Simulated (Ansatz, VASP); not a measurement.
# Cross-check of SiTc between VASP and Ansatz, part 2 of 2

One calculation is typed for both programs; each brings its own data sets. How far apart do they land? The cell is taken from a series of runs on this material, whose earlier steps may have relaxed, scaled, displaced or heated it; both programs get it as it stands.

VASP 6.6.1 and Ansatz 0.2.0.

So far: The structure; VASP: relaxation of cell and atoms, r2SCAN.

## (3) Ansatz: relaxation of cell and atoms, r2SCAN

Level of this step: Ansatz beside VASP: Kohn-Sham DFT, plane waves, r2SCAN (Ansatz).

Ansatz runs on its default PAW (the set named soft_2) files.

The same cell, functional, mesh and smearing now go to Ansatz, which takes its cutoff from its data sets.

The input, input.yaml:

```yaml
crystal:
  lattice:
    - [4.74610068, 0.0, 0.0]
    - [0.0, 4.74610068, 0.0]
    - [0.0, 0.0, 4.74610068]
  atoms:
    - { symbol: Si, position: [0.65508566, 0.15508566, 0.34491434] }
    - { symbol: Si, position: [0.15508566, 0.34491434, 0.65508566] }
    - { symbol: Si, position: [0.34491434, 0.65508566, 0.15508566] }
    - { symbol: Si, position: [0.84491434, 0.84491434, 0.84491434] }
    - { symbol: Tc, position: [0.36546604, 0.86546604, 0.63453396] }
    - { symbol: Tc, position: [0.86546604, 0.63453396, 0.36546604] }
    - { symbol: Tc, position: [0.63453396, 0.36546604, 0.86546604] }
    - { symbol: Tc, position: [0.13453396, 0.13453396, 0.13453396] }
kpoints:
  mp_grid: { grid: [6, 6, 6] }
hamiltonian:
  xc: r2scan
scf:
  occupations: { method: gaussian, width: 0.1 }
output:
  forces: true
  stress: true
  eigenvalues: true
  write_density: true
  write_potential: true
  elf: true
  volumetric_format: npy
relax:
  adjacent_minimum: "off"
  f_tol: 0.005
  max_steps: 60
  cell: { stress_tol: 0.03 }
```

Launch:

```console
$ ansatz run input.yaml --threads 4 --pin off --max-ram 16384MiB --backend cpu --events-out ev --progress --plain --runs-dir out
```

Numbers of over 12 decimals in the logs are rounded to 6 here.

Output:

```text
Engine: ansatz 0.2.0, aarch64-unknown-linux-gnu
Pseudopotentials: kind: paw
Pseudopotential: Si, paw, valence charge 4, recommended cutoff 500 eV (meta_gga), Si.paw.azcp
Pseudopotential: Tc, paw, valence charge 15, recommended cutoff 500 eV (normal), Tc.paw.azcp
Functional definition: r2SCAN
  parameter k0 = 0.174
  parameter k1 = 0.065
  parameter a1 = 4.9479
  exchange = r2scan_x(k0 = k0, k1 = k1, a1 = a1)
  correlation = r2scan_c
Crystal: 8 atoms, lattice volume = 106.908 Å³
Basis set: ecut = 500 eV, 2721 PW (Γ), exchange–correlation on 144×144×144 points (64 copies of the dense FFT grid, shifted against one another)
Bands: 46, of which v1, the nominal top of the filled ones, is band 38 counted from 1 (37 counted from 0)
Symmetry: 12 space group operations
Space group: P213 (ITA 198), of the structure as read, at distance tolerance 4.7e-5 Å
k-points: 24 of 216 (time reversal used)
Non-local potential: Si, projectors of the file, l = 0: 2, l = 1: 2, l = 2: 2
Non-local potential: Tc, projectors of the file, l = 0: 3, l = 1: 3, l = 2: 2, l = 3: 2
PAW form: soft (Blöchl's): semilocal exchange-correlation on the pseudo side does not see the compensation charge
PAW frozen core: Si, regenerated for the run's functional (the file was generated under x = pbe(κ = 0.804, μ = 0.219515), c = pbe(β = 0.066725))
PAW frozen core: Tc, regenerated for the run's functional (the file was generated under x = pbe(κ = 0.804, μ = 0.219515), c = pbe(β = 0.066725))
PAW one-centre angular grid: Si, 302 points (default); XC on 160 Gauss nodes
PAW one-centre angular grid: Tc, 590 points (default); XC on 160 Gauss nodes
Initial density: superposition of atomic densities (chi_scale 0.1, normalization cell)
Initial wavefunctions: pseudopotential atomic-orbital guess
Functional: x = r2scan, c = r2scan; τ floored in thin density (d = 2e-4 eV/Å³)
SCF iter   1: F=—  HF=-24199.295897 eV  |F-HF|=—  |Δ(HF+E_count)|=         —  Δρ=4.96e-2  dr2=2.76e0  dr2_τ=1.64e-1  ethr=3.10e-3  ⟨swp⟩=6.3  Hψ=4168  notcnv=0
preconditioner: auto → Kerker (q_TF=auto, 2.577 Å⁻¹)  [metal: Δε(μ)=0.062 eV  Ē_g=6.628 eV  σ=0.100 eV  W_gap=0.34  n_scr=26 (ndim 8)  ℏωp=23.8 eV  f_vac=0.000  D(μ)=4.16/eV (n_scr^D=32)]
SCF iter   2: F=—  HF=-24199.078797 eV  |F-HF|=—  |Δ(HF+E_count)|=   2.17e-1  Δρ=3.14e-2  dr2=1.14e0  dr2_τ=1.71e-2  ethr=3.10e-3  ⟨swp⟩=2.0  Hψ=1405  notcnv=0  defer=67
SCF iter   3: F=—  HF=-24198.857612 eV  |F-HF|=—  |Δ(HF+E_count)|=   2.21e-1  Δρ=4.47e-3  dr2=1.74e-2  dr2_τ=1.22e-3  ethr=1.51e-3  ⟨swp⟩=2.0  Hψ=1690  notcnv=0  defer=67
SCF iter   4: F=—  HF=-24198.861381 eV  |F-HF|=—  |Δ(HF+E_count)|=   3.77e-3  Δρ=1.15e-3  dr2=1.04e-3  dr2_τ=1.25e-4  ethr=2.29e-5  ⟨swp⟩=2.0  Hψ=1564  notcnv=0  defer=67
SCF iter   5: F=—  HF=-24198.862775 eV  |F-HF|=—  |Δ(HF+E_count)|=   1.39e-3  Δρ=4.48e-4  dr2=2.45e-4  dr2_τ=5.45e-5  ethr=1.36e-6  ⟨swp⟩=2.0  Hψ=1564  notcnv=0  defer=67
SCF iter   6: F=—  HF=-24198.863042 eV  |F-HF|=—  |Δ(HF+E_count)|=   2.67e-4  Δρ=2.11e-4  dr2=4.89e-5  dr2_τ=1.93e-5  ethr=3.22e-7  ⟨swp⟩=2.0  Hψ=1568  notcnv=0  defer=67
SCF iter   7: F=—  HF=-24198.863096 eV  |F-HF|=—  |Δ(HF+E_count)|=   5.49e-5  Δρ=4.45e-5  dr2=3.11e-6  dr2_τ=5.24e-7  ethr=6.43e-8  ⟨swp⟩=2.0  Hψ=1635  notcnv=0  defer=67
SCF iter   8: F=—  HF=-24198.863097 eV  |F-HF|=—  |Δ(HF+E_count)|=   7.21e-7  Δρ=1.06e-5  dr2=1.14e-7  dr2_τ=1.56e-8  ethr=4.09e-9  ⟨swp⟩=2.0  Hψ=1565  notcnv=0  defer=67
SCF iter   9: F=-24198.863097 eV  HF=-24198.863097 eV  |F-HF|=2.82e-9  |Δ(HF+E_count)|=   5.76e-8  Δρ=1.93e-6  dr2=3.55e-9  dr2_τ=6.77e-10  ethr=1.32e-10  ⟨swp⟩=14.7  Hψ=7700  notcnv=0
SCF 1 converged in 9 iterations: F = -24198.863097 eV  dr2 = 3.55e-9
  greatest PAW one-centre occupation: 0.986 electrons in one spin orbital (limit 2), on the Tc atom at site 5 (counted from 0), in its partial waves of l = 0
relax step   1: F+E_penalty+E_count = -24198.86309727 eV  Δ(F+E_penalty+E_count) = +0.000e0 eV  max|allowed force component| = 8.216e-3 eV/Å  Δτ_max = 0.0000 Å  P = -0.190 GPa  Ω = 106.908 Å³  (9 SCF iters, dr2 threshold 1.00e-7 eV, accepted)
[...]
relax step   2: F+E_penalty+E_count = -24198.86322256 eV  Δ(F+E_penalty+E_count) = -1.253e-4 eV  max|allowed force component| = 2.325e-3 eV/Å  Δτ_max = 0.0013 Å  P = +0.102 GPa  Ω = 106.768 Å³  energy of the carried Pulay correction = +4.159e-5 eV  (4 SCF iters, dr2 threshold 8.99e-8 eV, accepted)
[...]
relax step   3: F+E_penalty+E_count = -24198.86322456 eV  Δ(F+E_penalty+E_count) = -1.997e-6 eV  max|allowed force component| = 1.271e-3 eV/Å  Δτ_max = 0.0000 Å  P = +0.013 GPa  Ω = 106.806 Å³  energy of the carried Pulay correction = +3.044e-5 eV  (3 SCF iters, dr2 threshold 2.61e-8 eV, accepted)
[...]
relax step   4: F+E_penalty+E_count = -24198.86318671 eV  Δ(F+E_penalty+E_count) = +3.785e-5 eV  max|allowed force component| = 1.238e-3 eV/Å  Δτ_max = 0.0000 Å  P = +0.013 GPa  Ω = 106.806 Å³  stress off target by 1.27e-2 GPa  SCF on the basis re-selected at this cell (its energy is not comparable with the rows above)  (6 SCF iters)
basis re-selected at this cell: Δ(F+E_penalty+E_count) = +3.785e-5 eV, ΔP = -0.000 GPa vs the last step (what re-selecting the basis moved, of the pressure what is left beyond the Pulay correction that the steps carried, after the strain that the cell walked since its last selection, with what the two solves' SCF thresholds leave and, on support functions, any second-order correction that the steps lacked; it is no m [...]
SCF converged after 6 iterations
Free energy (F): -24198.863187 eV
Harris-Foulkes:  -24198.863187 eV  (|F-HF|=0.00e0)
Internal energy: -24198.840784 eV  (E = F + TS)
E sigma→0 (E₀):  -24198.851985 eV
Entropy (-TS):   -0.022403 eV (-2.800 meV/atom)
Fermi energy:    17.690455 eV
--- Per-component energies (eV) ---
  E_band       = -350.840418
  E_kinetic    = 2679.293950
  E_local      = -6201.888972  (includes V_loc(G=0)·N_el)
  E_nonlocal   = 1232.717144
  E_hartree    = 1934.066467
  E_xc         = -1154.179999
  E_vxc        = -1544.195091  (∫ρ·V_xc dr)
  E_paw        = -15255.462501  (= ΣΔE_a)
  E_vpaw       = -484.160662  (= ΣTr[D̂ρ^β])
  E_aug_tail   = -0.000089  (compensation charges beyond the density's cutoff)
  E_vtau       = 99.260332  (kinetic-family band-sum trace: ∫τ·v_τ [+ j·A + Jᵃ·Aᵃ] dr)
  E_ewald      = -7432.106885
  E_core_change = -1.279899  (= ΣΔE_core)
  E_smearing   = -0.022403  (= −TS)
  E_closure    = 0.000000  (closes the sum)
  Σ components = -24198.863187   (vs F -24198.863187, Δ=0.00e0)
--- Forces (eV/Å), atoms counted from 1 ---
  atom   1  Si     0.00032960     0.00032960    -0.00032960
  atom   2  Si     0.00032960    -0.00032960     0.00032960
  atom   3  Si    -0.00032960     0.00032960     0.00032960
  atom   4  Si    -0.00032960    -0.00032960    -0.00032960
  atom   5  Tc    -0.00123796    -0.00123796     0.00123796
  atom   6  Tc    -0.00123796     0.00123796    -0.00123796
  atom   7  Tc     0.00123796    -0.00123796    -0.00123796
  atom   8  Tc     0.00123796     0.00123796     0.00123796
  max |Σ_I F_I| component: 9.26e-17 eV/Å
--- Stress (GPa, compression-positive) ---
        0.012739       0.000000      -0.000000
        0.000000       0.012739      -0.000000
       -0.000000      -0.000000       0.012739
  P = ⅓ Tr σ = 0.0127 GPa (0.127 kbar)
--- Band table (eV; the first three rows and the last of 24) ---
  k-point 0: bands = [... 34 lower, 15.7737, 18.1300, 18.1300, 18.1300, 18.4194, 18.4194, 19.9999, 19.9999, ... 4 higher]
  k-point 1: bands = [... 34 lower, 16.1096, 17.6212, 17.7891, 18.2920, 18.4105, 18.5718, 19.5450, 19.8356, ... 4 higher]
  k-point 2: bands = [... 34 lower, 16.1067, 16.8417, 17.6430, 18.0034, 18.4285, 18.6055, 19.1698, 19.4336, ... 4 higher]
  k-point 23: bands = [... 34 lower, 17.0034, 17.0034, 17.4965, 17.4965, 17.4965, 17.4965, 19.4585, 19.4585, ... 4 higher]
--- Relaxed structure (3 steps of the walk, 3 accepted, 1 SCFs on fresh bases) ---
  F+E_penalty+E_count = -24198.86318671 eV   max|allowed force component| = 1.238e-3 eV/Å   (the final SCF, on the basis selected at the relaxed cell)
  cell:  # Å, volume = 106.8059 Å³
    - [4.744586, 0, 0]
    - [0, 4.744586, 0]
    - [0, 0, 4.744586]
  atoms:
    - { symbol: Si, position: [0.655088, 0.155088, 0.344912] }
    - { symbol: Si, position: [0.155088, 0.344912, 0.655088] }
    - { symbol: Si, position: [0.344912, 0.655088, 0.155088] }
    - { symbol: Si, position: [0.844912, 0.844912, 0.844912] }
    - { symbol: Tc, position: [0.365317, 0.865317, 0.634683] }
    - { symbol: Tc, position: [0.865317, 0.634683, 0.365317] }
    - { symbol: Tc, position: [0.634683, 0.365317, 0.865317] }
    - { symbol: Tc, position: [0.134683, 0.134683, 0.134683] }
```

## (4) Differences

Known differences besides the potentials themselves: VASP keeps PBE cores, Ansatz makes them for the functional; the data sets hold 76 valence electrons in Ansatz (on its default PAW (the set named soft_2) files) and 68 in VASP; the cutoff is 500 eV in Ansatz and 550 eV in VASP; Ansatz adds a Pulay correction to the stress that steers its cell, VASP none. Total energies have different zeros and are not compared.

Compared:

```csv
quantity,Ansatz,VASP,difference
volume (Å³),106.81,106.93,-0.11 %
"edge a after relaxation, in the typed setting (Å)",4.745,4.746,-0.04 %
```

## (5) VASP: relaxation of cell and atoms, r2SCAN with rVV10

The relaxed volume is the usual yardstick between codes: in a stiff, nearly cubic crystal its relative difference is about their pressure difference at one cell divided by the bulk modulus.

The input, INCAR:

```
SYSTEM = SiTc
PREC = Accurate
ENCUT = 550
EDIFF = 1E-07
NELM = 120
ISMEAR = 0
SIGMA = 0.1
LREAL = .FALSE.
ALGO = Normal
METAGGA = R2SCAN
LUSE_VDW = .TRUE.
IVDW_NL = 2
BPARAM = 11.95
CPARAM = 0.0093
LASPH = .TRUE.
NBANDS = 42
LORBIT = 11
LWAVE = .FALSE.
LCHARG = .FALSE.
ISIF = 3
IBRION = 2
NSW = 80
EDIFFG = -0.005
GGA_COMPAT = .FALSE.
NELMIN = 4
LMIXTAU = .TRUE.
KPAR = 2
```

The input, POSCAR:

```
SiTc
1.0
    4.7461010000      0.0000000000      0.0000000000
    0.0000000000      4.7461010000      0.0000000000
    0.0000000000      0.0000000000      4.7461010000
Si Tc
4 4
Direct
    0.6550855112      0.1550856166      0.3449142781
    0.1550856166      0.3449142781      0.6550855112
    0.3449142781      0.6550855112      0.1550856166
    0.8449143834      0.8449143834      0.8449143834
    0.3654660952      0.8654659899      0.6345339048
    0.8654659899      0.6345339048      0.3654660952
    0.6345339048      0.3654660952      0.8654659899
    0.1345340101      0.1345340101      0.1345340101
```

The input, KPOINTS:

```
Automatic mesh
0
Gamma
6 6 6
0 0 0
```

Potentials, in the order of the species: Si and Tc_pv (PBE family, release 64).

Launch:

```console
$ mpirun -np 2 vasp_std
```

Output:

```text
[banner, memory and clock lines left out]
running    2 mpi-ranks, on    1 nodes
[...]
|                                                                             |
|               ----> ADVICE to this user running VASP <----                  |
|                                                                             |
|     You have switched on vdW-DFT.                                           |
|     This routine was written and supplied by Jiri Klimes. We recommend      |
|     that you carefully read and cite the following publications:            |
|       J. Klimes, D.R. Bowler, A. Michelides                                 |
|          J. Phys.: Cond Matt. 22 022201 (2010)                              |
|       J. Klimes, D.R. Bowler, A. Michelides                                 |
|          Phys. Rev. B. 83, 195131 (2011)                                    |
|     and references therein.                                                 |
|                                                                             |

[...]
DAV:  14    -0.142138998079E+03   -0.61093E-04   -0.34601E-04  2066   0.130E-01    0.135E-02
Total rVV10 correction in eV:      0.9911138    76.1745034
Total rVV10 correction in eV:      0.9911138    76.1745034
DAV:  15    -0.142139130259E+03   -0.13218E-03   -0.96906E-05  2072   0.757E-02    0.515E-03
[...]
Total rVV10 correction in eV:      0.9821835    76.1745034
DAV:  12    -0.142134828348E+03   -0.41763E-07   -0.53142E-08  1060   0.171E-03
Total rVV10 correction in eV:      0.9821836    76.1745034
Total rVV10 correction in eV:      0.9821836    76.1745034
Total rVV10 correction in eV:      0.9821833    76.1745034
Total rVV10 correction in eV:      0.9821833    76.1745034
   2 F= -.14213483E+03 E0= -.14212389E+03  d E =0.429795E-02
[... from here on, the cycles between the ionic steps are left out ...]
   3 F= -.14214055E+03 E0= -.14212940E+03  d E =-.141974E-02
   4 F= -.14214078E+03 E0= -.14212965E+03  d E =-.237483E-03
   5 F= -.14214083E+03 E0= -.14212971E+03  d E =-.284484E-03
   6 F= -.14214084E+03 E0= -.14212972E+03  d E =-.119757E-04
 trial-energy change:   -0.000012  1 .order   -0.000012   -0.000022   -0.000002
 step:   1.0845(harm=  1.0845)  dis= 0.00033  next Energy=  -142.140843 (dE=-0.122E-04)
 reached required accuracy - stopping structural energy minimisation
```

From OUTCAR (step 5):

```text
  Total       -0.0124243     -0.0124243     -0.0124243      0.0000000      0.0000000      0.0000000
  in kB       -0.1870101     -0.1870101     -0.1870101      0.0000000      0.0000000      0.0000000
  external PRESSURE =      -0.1870101 kB  Pullay stress =       0.0000000 kB

 POSITION                                       TOTAL-FORCE (eV/Angst)
 -----------------------------------------------------------------------------------
      3.10428      0.73468      1.63493        -0.000889     -0.000889      0.000889
      0.73468      1.63493      3.10428        -0.000889      0.000889     -0.000889
      1.63493      3.10428      0.73468         0.000889     -0.000889     -0.000889
      4.00453      4.00453      4.00453         0.000889      0.000889      0.000889
      1.72973      4.09933      3.00947         0.000557      0.000557     -0.000557
      4.09933      3.00947      1.72973         0.000557     -0.000557      0.000557
      3.00947      1.72973      4.09933        -0.000557      0.000557      0.000557
      0.63987      0.63987      0.63987        -0.000557     -0.000557     -0.000557
 -----------------------------------------------------------------------------------
    total drift:                               -0.001019     -0.000971     -0.000444

  FREE ENERGIE OF THE ION-ELECTRON SYSTEM (eV)
  ---------------------------------------------------
  free  energy   TOTEN  =      -142.1408425040 eV

  energy  without entropy=     -142.1185965127  energy(sigma->0) =     -142.12971951

[... 2 parts as in an earlier step ...]

[... 2 further parts left out ...]
[key lines of the parts left out:]
E-fermi :  12.2311
```

## (6) Ansatz: relaxation of cell and atoms, r2SCAN with rVV10

The same cell, functional, mesh and smearing now go to Ansatz, which takes its cutoff from its data sets.

The cell is taken from a series of runs on this material, whose earlier steps may have relaxed, scaled, displaced or heated it; both programs get it as it stands.

Edit input.yaml of step 3 so:

```diff
@@ -18,2 +18,3 @@
   xc: r2scan
+  dispersion: rvv10
 scf:
@@ -24,6 +25,2 @@
   eigenvalues: true
-  write_density: true
-  write_potential: true
-  elf: true
-  volumetric_format: npy
 relax:
```

Launch:

```console
$ ansatz run input.yaml --threads 4 --pin off --max-ram 16384MiB --backend cpu --events-out ev --progress --plain --runs-dir out
```

Output:

```text
[...]
Crystal: 8 atoms, lattice volume = 106.908 Å³
Basis set: ecut = 500 eV, 2721 PW (Γ), exchange–correlation on 160×160×160 points (64 copies of the dense FFT grid, shifted against one another)
Bands: 46, of which v1, the nominal top of the filled ones, is band 38 counted from 1 (37 counted from 0)
Symmetry: 12 space group operations
[...]
atoms:
    - { symbol: Si, position: [0.654986, 0.154986, 0.345014] }
    - { symbol: Si, position: [0.154986, 0.345014, 0.654986] }
    - { symbol: Si, position: [0.345014, 0.654986, 0.154986] }
    - { symbol: Si, position: [0.845014, 0.845014, 0.845014] }
    - { symbol: Tc, position: [0.364964, 0.864964, 0.635036] }
    - { symbol: Tc, position: [0.864964, 0.635036, 0.364964] }
    - { symbol: Tc, position: [0.635036, 0.364964, 0.864964] }
    - { symbol: Tc, position: [0.135036, 0.135036, 0.135036] }
[key lines of the parts left out:]
SCF converged after 6 iterations
Free energy (F): -24191.207987 eV
Fermi energy:    17.801311 eV
P = ⅓ Tr σ = 0.0120 GPa (0.120 kbar)
```

## (7) Side by side

What differs besides the data sets and the points named for the pairs above, as far as they apply: the data sets hold 76 valence electrons in Ansatz (on its default PAW (the set named soft_2) files) and 68 in VASP. Total energies have different zeros and are not compared.

Both answers:

```csv
quantity,Ansatz,VASP,difference
volume (Å³),106.21,106.44,-0.22 %
"edge a after relaxation, in the typed setting (Å)",4.736,4.739,-0.07 %
```

## (8) Outcome

```yaml
difference_in_volume_relaxation_of_cell_and_atoms_r2scan: -0.11 %
difference_in_volume_relaxation_of_cell_and_atoms_r2scan_with_rvv10: -0.22 %
```

In words: The difference in volume is -0.22 % (relaxation of cell and atoms, r2SCAN with rVV10), within the 1.2 % picked in this series as the mark of a large difference, as far as the stopping tolerances let one tell. The data sets hold unlike numbers of valence electrons (76 in Ansatz and 68 in VASP), so part of the differences comes from the potentials. How closely two codes agree says nothing of how well the functional describes the real material.

[Lines on the potential files, build, host, timing and source positions are cut from VASP's logs without a mark.]

[Logs are printed without paths, hosts, clocks, repeated set-up lines and the standing remarks that a program may print on its own settings, such as how far it seeks lower states.]

[Hosts, paths, dates, database ids (printed as entryN), source tags and the programs' standing remarks are cut or masked in the printed files.]
